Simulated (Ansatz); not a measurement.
Runs of Ansatz 0.2.0 on GaN. It takes space group P6_3mc (No. 186, hexagonal). The conventional cell has a = 3.180 Å, b = 3.180 Å, c = 5.166 Å, α = 90.00°, β = 90.00°, γ = 120.00°. Ga (site symmetry 3m) has 4 N at 1.94 to 1.95 Å as nearest neighbours. N (site symmetry 3m) has 4 Ga at 1.94 to 1.95 Å as nearest neighbours. 

```tsv
task	level	potentials or basis	cell	k mesh	cutoff (eV)	smearing	mesh quality	gap on the mesh (eV)	pressure (GPa)	V0 of scaled cells (Å³/atom)	relaxed volume (Å³/atom)	B0 (GPa)
relaxation of cell and atoms	CAM-B3LYP	Ansatz PAW	relaxed	5 × 5 × 3	420	fermi-dirac 0.05 eV	coarse	6.30	0.0	-	11.34	-
equation of state	PBEsol	PseudoDojo PBEsol stringent	as given	10 × 10 × 5	1551	fermi-dirac 0.05 eV	not flagged	-	-	11.36	-	189
equation of state	r2SCAN+rVV10	Ansatz PAW	as given	10 × 10 × 5	500	fermi-dirac 0.05 eV	not flagged	-	-	(a)	-	(c)
relaxation of cell and atoms	HSE03	Ansatz PAW	relaxed	5 × 5 × 3	420	fermi-dirac 0.05 eV	coarse	(d)	0.0	-	11.39	-
phonons	PBEsol	Ansatz PAW	as given	8 × 8 × 5	420	fixed	not flagged	1.91	-	-	-	-
relaxation of cell and atoms	PBE+D4	Ansatz PAW	relaxed	10 × 10 × 5	420	fermi-dirac 0.05 eV	not flagged	1.92	0.0	-	11.40	-
equation of state	BPBE	Ansatz PAW	as given	10 × 10 × 5	420	fermi-dirac 0.05 eV	not flagged	-	-	11.73	-	173
equation of state	PBE	Ansatz PAW earlier set	as given	10 × 10 × 5	1020	fermi-dirac 0.05 eV	not flagged	-	-	11.75	-	(b)
```

Alike in all rows: no spin polarisation.

Estimate the missing entries.

(a) 11.30; (b) 172; (c) 200; (d) 2.99.

Caveats: some runs use coarse meshes; odd divisions of the mesh miss points on the zone boundary, where band edges often lie, so the gap on the mesh can be too wide (some runs); the cell was scaled at fixed shape and fractional positions, which overstates the stiffness of a crystal with free parameters, most of all of layers and chains (some runs); the plane-wave basis is chosen anew once the cell has moved, so the energies of steps on either side of that aren't comparable (some runs); the PAW data sets come from PBE, with cores solved anew for the run's functional, which leaves a small shift of forces and pressure (some runs); the PAW data sets were made with another functional, which shifts forces and pressure a little (some runs); the potentials were made for another functional, which shifts forces and pressure (some runs).

A k mesh can miss the band edges, and the runs leave out spin-orbit coupling on Ga.
